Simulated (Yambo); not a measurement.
# InAs (F-43m) in Yambo: notebook, part 2 of 3

Yambo 5.3.0.

## (4) G0W0 quasiparticle levels, PBE

g0w00.in

```
gw0
dyson
el_el_corr
rim_cut
HF_and_locXC
ppa
em1d
RandQpts= 1000000
RandGvec= 50 RL
EXXRLvcs= 84 Ry
VXCRLvcs= 84 Ry
Chimod= "HARTREE"
% BndsRnXp
 1 | 114 |
%
NGsBlkXp= 6 Ry
% LongDrXp
 1 | 1 | 1 |
%
PPAPntXp= 27.21138 eV
% GbndRnge
 1 | 114 |
%
GTermKind= "BG"
DysSolver= "n"
ExtendOut
% QPkrange
 1 | 1 | 13 | 17 |
 8 | 8 | 13 | 17 |
%
```

scf.in

```
&CONTROL
  calculation = 'scf'
  prefix = 'pwscf'
  outdir = './tmp'
  pseudo_dir = './pseudo'
/
&SYSTEM
  ibrav = 0
  nat = 2
  ntyp = 2
  ecutwfc = 84
  nbnd = 21
  occupations = 'smearing'
  smearing = 'fd'
  degauss = 0.00367493
  force_symmorphic = .true.
/
&ELECTRONS
  conv_thr = 4d-10
  electron_maxstep = 120
  mixing_beta = 0.5
/
ATOMIC_SPECIES
In   114.8180 In.upf
As    74.9216 As.upf
CELL_PARAMETERS angstrom
   0.0000000000    3.0180000000    3.0180000000
   3.0180000000    0.0000000000    3.0180000000
   3.0180000000    3.0180000000    0.0000000000
ATOMIC_POSITIONS crystal
In     0.0000000000    0.0000000000    0.0000000000
As     0.7500000000    0.7500000000    0.7500000000
K_POINTS automatic
8 8 8 0 0 0
```

nscf.in

```
&CONTROL
  calculation = 'nscf'
  prefix = 'pwscf'
  outdir = './tmp'
  pseudo_dir = './pseudo'
/
&SYSTEM
  ibrav = 0
  nat = 2
  ntyp = 2
  ecutwfc = 84
  nbnd = 114
  occupations = 'smearing'
  smearing = 'fd'
  degauss = 0.00367493
  force_symmorphic = .true.
/
&ELECTRONS
  conv_thr = 1d-08
  diago_full_acc = .true.
  diago_thr_init = 1d-06
/
ATOMIC_SPECIES
In   114.8180 In.upf
As    74.9216 As.upf
CELL_PARAMETERS angstrom
   0.0000000000    3.0180000000    3.0180000000
   3.0180000000    0.0000000000    3.0180000000
   3.0180000000    3.0180000000    0.0000000000
ATOMIC_POSITIONS crystal
In     0.0000000000    0.0000000000    0.0000000000
As     0.7500000000    0.7500000000    0.7500000000
K_POINTS automatic
4 4 4 0 0 0
```

Potentials or basis: PseudoDojo 0.4.1 SR PBE standard.

On the command line:

```console
OMP_NUM_THREADS=1 pw.x -in scf.in > scf.out
OMP_NUM_THREADS=1 pw.x -in nscf.in > nscf.out
cd tmp/pwscf.save; p2y; mv SAVE ../..; cd ../..
OMP_NUM_THREADS=1 yambo
OMP_NUM_THREADS=1 yambo -F g0w00.in -J g0w00 -C g0w00_out
```

Yambo's report:

```text
[... sections 02.01 to 02.04 as in the set-up run ...]

  [02.05] Energies & Occupations
  ==============================

  [X] === General ===
  [X] Electronic Temperature                        :  0.258606E-1   300.100    [eV K]
  [X] Bosonic    Temperature                        :  0.258606E-1   300.100    [eV K]
  [X] Finite Temperature mode                       : yes
  [X] El. density                                   :  0.50930E+24 [cm-3]
  [X] Fermi Level                                   :  8.190589 [eV]

  [X] === Gaps and Widths ===
  [X] Conduction Band Min                           :  8.190589 [eV]
  [X] Valence Band Max                              :  8.190589 [eV]
  [X] Filled Bands                                  :  11
  [X] Metallic Bands                                :  12  15
  [X] Empty Bands                                   :   16  114

  [X] === Metallic Characters ===
  [X] N of el / N of met el                         :  28.00000   5.99996
  [X] Average metallic occ.                         :  0.374997

  [WARNING] [X] Metallic system

 [03] Transferred momenta grid and indexing
 ==========================================

 IBZ Q-points                                      :   8
[... 266 lines left out ...]
   B=16 Eo=  4.29 E=  4.09 E-Eo= -0.20 Re(Z)=0.01 Im(Z)= -0.22429 nlXC= -5.95258 lXC=-10.29615 So=-10.16978
   B=17 Eo=  5.01 E=  4.98 E-Eo= -0.02 Re(Z)=0.05 Im(Z)=  0.11635 nlXC= -5.98802 lXC=-10.38656 So= -8.23483

  [WR./g0w00//ndb.QP]-------------------------------------------------------------
   Lattice constants                                :  5.703193  5.703193  5.703193
   Coulomb cutoff potential                         : none
   Electronic Temperature                           :  300.1000 [K]
   Bosonic    Temperature                           :  300.1000 [K]
   Green`s function   energies                      : Perdew, Burke & Ernzerhof(X)+Perdew, Burke & Ernzerhof(C)
   wavefunctions                                    : Perdew, Burke & Ernzerhof(X)+Perdew, Burke & Ernzerhof(C)
   PPA    diel. fun.  energies                      : Perdew, Burke & Ernzerhof(X)+Perdew, Burke & Ernzerhof(C)
   wavefunctions                                    : Perdew, Burke & Ernzerhof(X)+Perdew, Burke & Ernzerhof(C)
   QP tot states                                    :  10
   GW solver                                        : Newton
   GW approximation                                 : PPA
   PPA imaginary Energy                             :  27.21138 ev
   RIM G`s                                          :   51
   RIM random pts                                   :  1000000
   dS/dw steps                                      :  2
   dS/dw step                                       :  0.100000 ev
   X G`s                                            :  113 used
   X G`s                                            :  113 disk
   X bands                                          :    1  114
   X poles                                          :  100.0000 o/o
   X e/h E range                                    : -1.000000 -1.000000 ev
   X Hxc Kernel                                     : HARTREE
   X BZ energy Double Grid                          : no
   X Optical Averaged directions                    : none
   Sc/G bands                                       :    1  114
   Sc/G damping                                     :  0.100000 ev
   Sc bands terminator                              : yes
   Sc terminator kind                               : BG
   Sc Terminator pole                               :  40.81708
   Sx RL components                                 :   4957

   QP @ state[ 1 ] K range                          :  1  1
   QP @ state[ 1 ] b range                          :  13  17
   QP @ state[ 2 ] K range                          :   8   8
   QP @ state[ 2 ] b range                          :  13  17
   GF energies kind                                 : Perdew, Burke & Ernzerhof(X)+Perdew, Burke & Ernzerhof(C)
   GF WF`s kind                                     : Perdew, Burke & Ernzerhof(X)+Perdew, Burke & Ernzerhof(C)
   Xs energies kind                                 : Perdew, Burke & Ernzerhof(X)+Perdew, Burke & Ernzerhof(C)
   Xs WF`s kind                                     : Perdew, Burke & Ernzerhof(X)+Perdew, Burke & Ernzerhof(C)
```

o-g0w00.qp:

```text
# GW solver                                       : Newton
# GW approximation                                : PPA
# PPA imaginary Energy                            :   27.2113800    [ev]
[... 41 lines left out ...]
         8                 16                 4.286341           4.086690          -0.199651          -10.29615          -5.952581          -10.16978          -4.543224           23.84088           0.006236          -0.224288            1302.21           0.505459
         8                 17                 5.007855           4.983233          -0.024622          -10.38656          -5.988017          -8.234830          -4.423164          -53.25756           0.046396           0.116347          -507.4979           1.296975
#
```

It took 4.5 min on 1 thread of Arm Neoverse V2, shared host; peak memory 0.47 GiB.

Results:

```
Band gap on the k mesh, mean-field level : none (metal or under the smearing width)
```

Quasiparticle terms (eV):
```tsv
k point	band	Kohn-Sham level	Vxc	Σx	Σc	Z	result
(0.000, 0.000, 0.000)	13	-0.02	-12.97	-14.52	8.23	0.37	2.44
(0.000, 0.000, 0.000)	14	-0.02	-12.97	-14.52	8.65	0.37	2.60
(0.000, 0.000, 0.000)	15	-0.02	-12.97	-14.52	8.00	0.37	2.36
(0.000, 0.000, 0.000)	16	3.90	-10.16	-6.48	-6.51	0.20	3.37
(0.000, 0.000, 0.000)	17	3.90	-10.16	-6.48	-6.26	0.20	3.42
(0.250, -0.500, -0.250)	13	-2.99	-10.95	-14.14	12.95	0.02	-2.96
(0.250, -0.500, -0.250)	14	-2.91	-10.67	-13.83	11.21	0.07	-2.35
(0.250, -0.500, -0.250)	15	4.23	-12.39	-8.33	-10.91	0.13	3.36
(0.250, -0.500, -0.250)	16	4.29	-10.30	-5.95	-10.17	0.01	4.09
(0.250, -0.500, -0.250)	17	5.01	-10.39	-5.99	-8.23	0.05	4.98
```

Caveat: the k mesh is coarse (spacing up to 0.45 Å⁻¹), so the values aren't converged; the potentials hold a filled d shell without the s and p states of that shell, which can shift GW gaps by tenths of an eV, either way; the plasmon-pole model is rough for a metal; the ground state has no gap, which makes the many-body step unreliable; this version prints the column dSc/dw multiplied by 27.2; the terminator is approximate in this version, by hundredths of an eV.

## (5) Optical spectrum, PBE

optics1.in

```
optics
chi
Chimod= "HARTREE"
% BndsRnXd
 1 | 39 |
%
NGsBlkXd= 3 Ry
% LongDrXd
 1 | 0 | 0 |
%
% QpntsRXd
 1 | 1 |
%
% EnRngeXd
 0 | 20 | eV
%
% DmRngeXd
 0.1 | 0.1 | eV
%
ETStpsXd= 200
```

scf.in is that of step 4.

nscf.in is that of step 4.

Potentials or basis: PseudoDojo 0.4.1 SR PBE standard.

On the command line:

```console
OMP_NUM_THREADS=1 pw.x -in scf.in > scf.out
OMP_NUM_THREADS=1 pw.x -in nscf.in > nscf.out
cd tmp/pwscf.save; p2y; mv SAVE ../..; cd ../..
OMP_NUM_THREADS=1 yambo
OMP_NUM_THREADS=1 yambo -F optics1.in -J optics1 -C optics1_out
```

Yambo's report:

```text
[... sections 02.01 to 02.04 as in the set-up run ...]

  [02.05] Energies & Occupations
  ==============================

  [X] === General ===
  [X] Electronic Temperature                        :  0.258606E-1   300.100    [eV K]
  [X] Bosonic    Temperature                        :  0.258606E-1   300.100    [eV K]
  [X] Finite Temperature mode                       : yes
  [X] El. density                                   :  0.50930E+24 [cm-3]
  [X] Fermi Level                                   :  8.190589 [eV]

  [X] === Gaps and Widths ===
  [X] Conduction Band Min                           :  8.190589 [eV]
  [X] Valence Band Max                              :  8.190589 [eV]
  [X] Filled Bands                                  :  11
  [X] Metallic Bands                                :  12  15
  [X] Empty Bands                                   :   16  114

  [X] === Metallic Characters ===
  [X] N of el / N of met el                         :  28.00000   5.99996
  [X] Average metallic occ.                         :  0.374997

  [WARNING] [X] Metallic system

 [03] Transferred momenta grid and indexing
 ==========================================

 IBZ Q-points                                      :   8
 BZ  Q-points                                      :   64

 K/Q-points units:
 rlu = crystal or reduced units; cc = cartesian coordinates; iku = interal k-units

 Q [1]          [rlu]:  0.000000  0.000000  0.000000
 Q [2]          [rlu]: -0.69745E-17 -0.69745E-17  0.25000
 Q [3]          [rlu]:  0.13949E-16  0.13949E-16 -0.50000
 Q [4]          [rlu]: -0.24953E-17  0.25000      0.25000
 Q [5]          [rlu]:  0.19286E-16  0.25000      0.50000
 Q [6]          [rlu]:  0.13949E-16  0.25000     -0.25000
 Q [7]          [rlu]:  0.49905E-17 -0.50000     -0.50000
 Q [8]          [rlu]:  0.250000 -0.500000 -0.250000

 [WARNING] [Xd] User bands 1-39 break level degeneracy

 [04] Dipoles
 ============

  [04.01] Setup: observables and procedures
  =========================================

  [WF-Oscillators/G space/Transverse up loader] Normalization (few states)  min/max  :  0.71841E-17   1.0000

  [WR./optics1//ndb.dipoles]------------------------------------------------------
   Brillouin Zone Q/K grids (IBZ/BZ)                :    8   64    8   64
   RL vectors                                       :   5817 [WF]
   Fragmentation                                    : yes
   Electronic Temperature                           :  300.1000 [K]
   Bosonic    Temperature                           :  300.1000 [K]
   DIP band range                                   :    1   39
   DIP band range limits                            :  15  12
   DIP e/h energy range                             : -1.000000 -1.000000 [eV]
   RL vectors in the sum                            :   5817
   [r,Vnl] included                                 : yes
   Bands ordered                                    : yes
   Direct v evaluation                              : no
   Approach used                                    : G-space v
   Dipoles computed                                 : R V P [G-space]
   Wavefunctions                                    : Perdew, Burke & Ernzerhof(X)+Perdew, Burke & Ernzerhof(C)

  [WARNING] [r,Vnl^pseudo] included in position and velocity dipoles.

  [WARNING] In case H contains other non local terms, these are neglected

 [05] Optics
 ===========

 [X-CG] R(p) Tot o/o(of R):   1717  22694    100

 [WARNING] The system is a metal but Drude term not included.
```

o-optics1.eps_q1_inv_rpa_dyson:

```text
# Absorption @ Q(1):   1.00000000      0.00000000      0.00000000    [q->0 direction]
#
# [ X ] Hartree size                              :   51
# [GEN] GF Energies                               : Perdew, Burke & Ernzerhof(X)+Perdew, Burke & Ernzerhof(C)
# [GEN] Green`s Function                          : Retarded
#
# [GEN] Gauge                                     : Length
# [GEN] [r,Vnl] included                          : yes
#
#    E[1] [eV]          Im(eps)            Re(eps)            Im(eps_o)          Re(eps_o)
#
        0.000000          -0.22143E-10        555.6906           0.13910E-14        571.4598
        0.100503           330.4372           514.1773           347.3479           521.3899
        0.201005           532.5082           17.34084           530.0789           4.086980
        0.301508           207.7264          -152.9481           203.2158          -151.1058
        0.402010           81.38472          -100.2275           80.10253          -97.45659
        0.502513           39.41090          -59.64940           38.99273          -57.13924
[... 192 lines left out ...]
        19.89950           0.319698           0.490222           0.577064           0.289109
        20.00000           0.306625           0.484339           0.463596           0.282876
#
```

Wall time 79 s (1 thread of Arm Neoverse V2, shared host); peak memory 0.33 GiB.

What came out:

* Band gap on the k mesh, mean-field level: none (metal or under the smearing width)

Dielectric function (along the field direction of the input):
| energy (eV) | real part | imaginary part |
| --- | --- | --- |
| 0.40 | -100.23 | 81.38 |
| 1.01 | 5.91 | 5.89 |
| 1.71 | 57.64 | 30.29 |
| 2.41 | -14.51 | 5.85 |
| 3.02 | 4.34 | 2.42 |
| 3.72 | 13.07 | 34.86 |
| 4.42 | -21.44 | 15.91 |
| 5.13 | -0.71 | 6.51 |
| 5.73 | -7.75 | 9.81 |
| 6.43 | -3.30 | 1.69 |
| 7.14 | -2.63 | 4.00 |
| 7.74 | -1.30 | 2.17 |
| 8.44 | -2.25 | 3.88 |
| 9.15 | -0.33 | 2.27 |
| 9.85 | -3.14 | 1.47 |
| 10.45 | -1.87 | 0.72 |
| 11.16 | -1.16 | 0.22 |
| 11.86 | -0.31 | 0.73 |
| 12.56 | -0.50 | 0.37 |
| 13.17 | -0.50 | 0.81 |
| 13.87 | -0.21 | 0.18 |
| 14.57 | 0.08 | 0.21 |
| 15.18 | -0.04 | 0.44 |
| 15.88 | 0.04 | 0.35 |
| 16.58 | 0.50 | 0.41 |
| 17.29 | 0.26 | 0.25 |
| 17.89 | 0.36 | 0.31 |
| 18.59 | 0.40 | 0.42 |
| 19.30 | 0.48 | 0.29 |
| 20.00 | 0.48 | 0.31 |

Caveat: the k mesh is coarse (spacing up to 0.45 Å⁻¹), so the values aren't converged; the intraband (Drude) term of the metal is left out; the ground state has no gap, which makes the many-body step unreliable; spectra need much finer meshes, so this one isn't converged; these spectra lack excitons.

(Continued in part 3 of 3.)
